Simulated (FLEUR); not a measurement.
# Ta (P6_3/mmc) in FLEUR: a series of runs, part 2 of 2

FLEUR MaX-R8.1 (later development tree). Earlier steps stand in the parts before.

## Step 3: Band structure, TPSS

inp.xml reads:

```xml
<?xml version="1.0" encoding="UTF-8" standalone="no"?>
<fleurInput fleurInputVersion="0.39">
   <comment>
      Ta                                                                                                  
   </comment>
   <calculationSetup>
      <cutoffs Kmax="4.1" Gmax="12.7" GmaxXC="12.7" numbands="0"/>
      <scfLoop itmax="80" minDistance="0.0001" maxIterBroyd="30" imix="Anderson" alpha="0.05" precondParam="0.0" spinf="2.0" sdNocoIR="T"/>
      <coreElectrons ctail="F" frcor="F" kcrel="0" coretail_lmax="0"/>
      <xcFunctional name="LibXC" relativisticCorrections="F">
         <LibXCName exchange="mgga_x_tpss" correlation="mgga_c_tpss"/>
         <AuxGGA exchange="117" correlation="130"/>
      </xcFunctional>
      <magnetism jspins="1"/>
      <soc l_soc="F" theta="0.0" phi="0.0" spav="F"/>
      <expertModes spex="0" secvar="F"/>
      <geometryOptimization l_f="F" forcealpha="1.0" forcemix="BFGS" epsdisp="0.00001" epsforce="0.00001"/>
      <ldaU l_linMix="F" mixParam="0.05" spinf="1.0"/>
   </calculationSetup>
   <cell>
      <bzIntegration valenceElectrons="54.0" mode="hist" fermiSmearingEnergy="0.00183747">
         <kPointListSelection listName="default-1"/>
         <!-- k-points included here -->
         <xi:include xmlns:xi="http://www.w3.org/2001/XInclude" href="kpts.xml"> </xi:include>
      </bzIntegration>
      <!-- symmetry operations included here -->
      <xi:include xmlns:xi="http://www.w3.org/2001/XInclude" href="sym.xml"> </xi:include>
      <bulkLattice scale="1.0">
         <bravaisMatrix>
            <row-1>    5.4809088766524683     0.0000000000000000     0.0000000000000000</row-1>
            <row-2>   -2.7404544383262341     4.7466063230114566     0.0000000000000000</row-2>
            <row-3>    0.0000000000000000     0.0000000000000000     9.7628429446417382</row-3>
         </bravaisMatrix>
      </bulkLattice>
   </cell>
   <atomSpecies>
      <species name="Tantalum (Ta)" element="Ta" atomicNumber="73">
         <mtSphere radius="2.51" gridPoints="839" logIncrement="0.016"/>
         <atomicCutoffs lmax="10" lnonsphr="10"/>
         <electronConfig flipSpins="F">
            <coreConfig>(1s1/2) (2s1/2) (2p1/2) (2p3/2) (3s1/2) (3p1/2) (3p3/2) (4s1/2) (3d3/2) (3d5/2) (4p1/2) (4p3/2) (4d3/2) (4d5/2)</coreConfig>
            <valenceConfig>(5s1/2) (5p1/2) (5p3/2) (6s1/2) (4f5/2) (4f7/2) (5d3/2) (5d5/2)</valenceConfig>
            <stateOccupation state="(5d3/2)" spinUp="0.600000" spinDown="0.600000"/>
            <stateOccupation state="(5d5/2)" spinUp="0.900000" spinDown="0.900000"/>
         </electronConfig>
         <energyParameters s="6" p="6" d="5" f="4"/>
         <lo type="SCLO" l="0" n="5" eDeriv="0"/>
         <lo type="SCLO" l="1" n="5" eDeriv="0"/>
         <lo type="SCLO" l="2" n="5" eDeriv="2"/>
         <lo type="SCLO" l="3" n="4" eDeriv="2"/>
      </species>
   </atomSpecies>
   <atomGroups>
      <atomGroup species="Tantalum (Ta)">
         <relPos label="                   1">1.000/3.000 -1.000/3.000 1.000/4.000</relPos>
         <relPos label="                   2">-1.000/3.000 1.000/3.000 -1.000/4.000</relPos>
         <force calculate="T" relaxXYZ="TTT"/>
      </atomGroup>
   </atomGroups>
   <output dos="F" band="F" slice="F">
      <checks vchk="F" cdinf="F"/>
      <bandDOS minEnergy="-.5*Htr" maxEnergy="0.5*Htr" sigma="0.015" storeEVData="T"/>
      <vacuumDOS vacdos="F" integ="F" star="F" nstars="0" locx1="0.0" locy1="0.0" locx2="0.0" locy2="0.0" nstm="0" tworkf="0.0"/>
      <unfoldingBand unfoldBand="F" supercellX="1" supercellY="1" supercellZ="1"/>
      <plotting iplot="0" polar="F">
         <plot TwoD="T" vec1="  1.0  0.0  0.0" vec2="  0.0  1.0  0.0" vec3="  0.0  0.0  1.0" zero="  0.0  0.0  0.0" file="plot"/>
      </plotting>
      <chargeDensitySlicing numkpt="0" minEigenval="0.0" maxEigenval="0.0" nnne="0" pallst="F"/>
      <specialOutput eonly="F"/>
      <moessbauerParams electricFieldGradient="T" isomerShift="T" coreHyperfine="T" valenceHyperfine="T"/>
      <magneticCircularDichroism mcd="F" energyLo="-10.0" energyUp="0.0"/>
   </output>
  <!-- We include the file relax.xml here to enable relaxations (see documentation) -->
  <xi:include xmlns:xi="http://www.w3.org/2001/XInclude" href="relax.xml"> <xi:fallback/> </xi:include>
</fleurInput>
```

crystal.txt reads:

```
Ta
&input cartesian=F /
2.9003720726  0.0000000000  0.0000000000
-1.4501860363  2.5117958953  0.0000000000
0.0000000000  0.0000000000  5.1662740000
1.8897261246
1.0 1.0 1.0

2
73 0.3333333334  0.6666666668  0.2500000000
73 0.6666666668  0.3333333334  0.7500000000

&kpt div1=11 div2=11 div3=5 gamma=T /
```

inp.xml (bands) reads:

```
<?xml version="1.0" encoding="UTF-8" standalone="no"?>
<fleurInput fleurInputVersion="0.39">
   <comment>
      Ta                                                                                                  
   </comment>
   <calculationSetup>
      <cutoffs Kmax="4.1" Gmax="12.7" GmaxXC="12.7" numbands="0"/>
      <scfLoop itmax="80" minDistance="0.0001" maxIterBroyd="30" imix="Anderson" alpha="0.05" precondParam="0.0" spinf="2.0" sdNocoIR="T"/>
      <coreElectrons ctail="F" frcor="F" kcrel="0" coretail_lmax="0"/>
      <xcFunctional name="LibXC" relativisticCorrections="F">
         <LibXCName exchange="mgga_x_tpss" correlation="mgga_c_tpss"/>
         <AuxGGA exchange="117" correlation="130"/>
      </xcFunctional>
      <magnetism jspins="1"/>
      <soc l_soc="F" theta="0.0" phi="0.0" spav="F"/>
      <expertModes spex="0" secvar="F"/>
      <geometryOptimization l_f="F" forcealpha="1.0" forcemix="BFGS" epsdisp="0.00001" epsforce="0.00001"/>
      <ldaU l_linMix="F" mixParam="0.05" spinf="1.0"/>
   </calculationSetup>
   <cell>
      <bzIntegration valenceElectrons="54.0" mode="hist" fermiSmearingEnergy="0.00183747">
         <kPointListSelection listName="path-1"/>
         <!-- k-points included here -->
         <xi:include xmlns:xi="http://www.w3.org/2001/XInclude" href="kpts.xml"> </xi:include>
      </bzIntegration>
      <!-- symmetry operations included here -->
      <xi:include xmlns:xi="http://www.w3.org/2001/XInclude" href="sym.xml"> </xi:include>
      <bulkLattice scale="1.0">
         <bravaisMatrix>
            <row-1>    5.4809088766524683     0.0000000000000000     0.0000000000000000</row-1>
            <row-2>   -2.7404544383262341     4.7466063230114566     0.0000000000000000</row-2>
            <row-3>    0.0000000000000000     0.0000000000000000     9.7628429446417382</row-3>
         </bravaisMatrix>
      </bulkLattice>
   </cell>
   <atomSpecies>
      <species name="Tantalum (Ta)" element="Ta" atomicNumber="73">
         <mtSphere radius="2.51" gridPoints="839" logIncrement="0.016"/>
         <atomicCutoffs lmax="10" lnonsphr="10"/>
         <electronConfig flipSpins="F">
            <coreConfig>(1s1/2) (2s1/2) (2p1/2) (2p3/2) (3s1/2) (3p1/2) (3p3/2) (4s1/2) (3d3/2) (3d5/2) (4p1/2) (4p3/2) (4d3/2) (4d5/2)</coreConfig>
            <valenceConfig>(5s1/2) (5p1/2) (5p3/2) (6s1/2) (4f5/2) (4f7/2) (5d3/2) (5d5/2)</valenceConfig>
            <stateOccupation state="(5d3/2)" spinUp="0.600000" spinDown="0.600000"/>
            <stateOccupation state="(5d5/2)" spinUp="0.900000" spinDown="0.900000"/>
         </electronConfig>
         <energyParameters s="6" p="6" d="5" f="4"/>
         <lo type="SCLO" l="0" n="5" eDeriv="0"/>
         <lo type="SCLO" l="1" n="5" eDeriv="0"/>
         <lo type="SCLO" l="2" n="5" eDeriv="2"/>
         <lo type="SCLO" l="3" n="4" eDeriv="2"/>
      </species>
   </atomSpecies>
   <atomGroups>
      <atomGroup species="Tantalum (Ta)">
         <relPos label="                   1">1.000/3.000 -1.000/3.000 1.000/4.000</relPos>
         <relPos label="                   2">-1.000/3.000 1.000/3.000 -1.000/4.000</relPos>
         <force calculate="T" relaxXYZ="TTT"/>
      </atomGroup>
   </atomGroups>
   <output dos="F" band="T" slice="F">
      <checks vchk="F" cdinf="F"/>
      <bandDOS minEnergy="-.5*Htr" maxEnergy="0.5*Htr" sigma="0.015" storeEVData="T"/>
      <vacuumDOS vacdos="F" integ="F" star="F" nstars="0" locx1="0.0" locy1="0.0" locx2="0.0" locy2="0.0" nstm="0" tworkf="0.0"/>
      <unfoldingBand unfoldBand="F" supercellX="1" supercellY="1" supercellZ="1"/>
      <plotting iplot="0" polar="F">
         <plot TwoD="T" vec1="  1.0  0.0  0.0" vec2="  0.0  1.0  0.0" vec3="  0.0  0.0  1.0" zero="  0.0  0.0  0.0" file="plot"/>
      </plotting>
      <chargeDensitySlicing numkpt="0" minEigenval="0.0" maxEigenval="0.0" nnne="0" pallst="F"/>
      <specialOutput eonly="F"/>
      <moessbauerParams electricFieldGradient="T" isomerShift="T" coreHyperfine="T" valenceHyperfine="T"/>
      <magneticCircularDichroism mcd="F" energyLo="-10.0" energyUp="0.0"/>
   </output>
  <!-- We include the file relax.xml here to enable relaxations (see documentation) -->
  <xi:include xmlns:xi="http://www.w3.org/2001/XInclude" href="relax.xml"> <xi:fallback/> </xi:include>
</fleurInput>
```

Potentials or basis: all-electron, FLAPW.

Run with:

```
$ inpgen -f crystal.txt -profile fastHighL
$ # inp.xml edited to the form shown
$ fleur_MPI
$ fleur_MPI   # second run, on inp.xml (bands)
```

The program printed:

```text
Welcome to FLEUR        (www.flapw.de)
      MaX-Release 8.1          (www.max-centre.eu)
 func_ids         231         202         231         202
 MetaGGA potential functional detected - V_tau will be computed
 Auxiliary Potential for radial basis: exchange=         117  correlation=         130
The functional 'Tao, Perdew, Staroverov & Scuseria' is an exchange functional, it belongs to the 'MGGA' family and is defined in the reference(s):
[1] J. Tao, J. P. Perdew, V. N. Staroverov, and G. E. Scuseria.,  Phys. Rev. Lett. 91, 146401 (2003)
[2] J. P. Perdew, J. Tao, V. N. Staroverov, and G. E. Scuseria.,  J. Chem. Phys. 120, 6898 (2004)
The functional 'Tao, Perdew, Staroverov & Scuseria' is a correlation functional, it belongs to the 'MGGA' family and is defined in the reference(s):
[1] J. Tao, J. P. Perdew, V. N. Staroverov, and G. E. Scuseria.,  Phys. Rev. Lett. 91, 146401 (2003)
[2] J. P. Perdew, J. Tao, V. N. Staroverov, and G. E. Scuseria.,  J. Chem. Phys. 120, 6898 (2004)
 Using same functional for VXC and EXC

 ========== k-point set info ==========
 Selected k-point list: default-1
 k-point list type: mesh
[... 37 lines left out ...]
The functional 'Hammer, Hansen, and Norskov' is an exchange functional, it belongs to the 'GGA' family and is defined in the reference(s):
[1] B. Hammer, L. B. Hansen, and J. K. Nørskov.,  Phys. Rev. B 59, 7413 (1999)
[... 68 lines left out ...]
The functional 'Hammer, Hansen, and Norskov' is an exchange functional, it belongs to the 'GGA' family and is defined in the reference(s):
[1] B. Hammer, L. B. Hansen, and J. K. Nørskov.,  Phys. Rev. B 59, 7413 (1999)
The functional 'Perdew, Burke & Ernzerhof' is a correlation functional, it belongs to the 'GGA' family and is defined in the reference(s):
[1] J. P. Perdew, K. Burke, and M. Ernzerhof.,  Phys. Rev. Lett. 77, 3865 (1996)
[2] J. P. Perdew, K. Burke, and M. Ernzerhof.,  Phys. Rev. Lett. 78, 1396 (1997)
 Using same functional for VXC and EXC
 Iteration:    14   Distance:       0.00015695 me/bohr^3
The functional 'Hammer, Hansen, and Norskov' is an exchange functional, it belongs to the 'GGA' family and is defined in the reference(s):
[1] B. Hammer, L. B. Hansen, and J. K. Nørskov.,  Phys. Rev. B 59, 7413 (1999)
The functional 'Perdew, Burke & Ernzerhof' is a correlation functional, it belongs to the 'GGA' family and is defined in the reference(s):
[1] J. P. Perdew, K. Burke, and M. Ernzerhof.,  Phys. Rev. Lett. 77, 3865 (1996)
[2] J. P. Perdew, K. Burke, and M. Ernzerhof.,  Phys. Rev. Lett. 78, 1396 (1997)
 Using same functional for VXC and EXC
 Iteration:    15   Distance:       0.00000534 me/bohr^3

 ********************************************************************
 Run finished successfully
 Stop message:
   all done
 ********************************************************************
```

It took 51 s on 1 thread of Arm Neoverse V2, shared host; peak memory 0.09 GiB.

Results:

```
Free energy                                           : -850353.4156 eV
Band gap along the path                               : none (metal or under the smearing width)
Valence electrons inside the program's atomic spheres : Ta 24.83 (radii Ta 2.51 bohr)
```

Levels at the corners of the path, in eV from the Fermi level:
```
point  band 23  band 24  band 25  band 26  band 27  band 28  band 29  band 30  band 31  band 32
    Γ    -8.14    -4.88    -0.58    -0.20     0.59     0.59     1.16     1.16     2.98     2.98
    M    -4.04    -3.85    -3.37    -0.51    -0.40     0.48     0.85     5.54     6.42     6.72
    K    -2.90    -1.96    -1.96    -1.69    -0.57    -0.57     1.05     4.02     4.02     4.03
    Γ    -8.14    -4.88    -0.58    -0.20     0.59     0.59     1.16     1.16     2.98     2.98
    A    -6.33    -6.33    -1.21    -1.21     0.64     0.64     0.64     0.64     4.42     4.42
    L    -4.33    -4.33    -2.31    -2.31     1.43     1.43     2.59     2.59     5.51     5.51
    H    -2.43    -2.43    -2.00    -2.00    -0.63    -0.63     1.51     1.51     5.17     5.17
    A    -6.33    -6.33    -1.21    -1.21     0.64     0.64     0.64     0.64     4.42     4.42
    L    -4.33    -4.33    -2.31    -2.31     1.43     1.43     2.59     2.59     5.51     5.51
    M    -4.04    -3.85    -3.37    -0.51    -0.40     0.48     0.85     5.54     6.42     6.72
    K    -2.90    -1.96    -1.96    -1.69    -0.57    -0.57     1.05     4.02     4.02     4.03
    H    -2.43    -2.43    -2.00    -2.00    -0.63    -0.63     1.51     1.51     5.17     5.17
```

Core levels (eV from the Fermi level):
```csv
atom,levels
1 Ta,"1s1/2 -67277.4, 2s1/2 -11547.2, 2p1/2 -11033.2, 2p3/2 -9763.0, 3s1/2 -2641.3, 3p1/2 -2413.4, 3p3/2 -2139.9, 4s1/2 -534.5, 3d3/2 -1756.0, 3d5/2 -1696.4, 4p1/2 -440.6, 4p3/2 -377.7, 4d3/2 -223.6, 4d5/2 -212.0"
2 Ta,"1s1/2 -67277.4, 2s1/2 -11547.2, 2p1/2 -11033.2, 2p3/2 -9763.0, 3s1/2 -2641.3, 3p1/2 -2413.4, 3p3/2 -2139.9, 4s1/2 -534.5, 3d3/2 -1756.0, 3d5/2 -1696.4, 4p1/2 -440.6, 4p3/2 -377.7, 4d3/2 -223.6, 4d5/2 -212.0"
```

Caveat: the meta-GGA is that of a development version, with a GGA for the radial functions and cores and without core tails; spin-orbit coupling is left out, which moves the levels of the heavy elements.
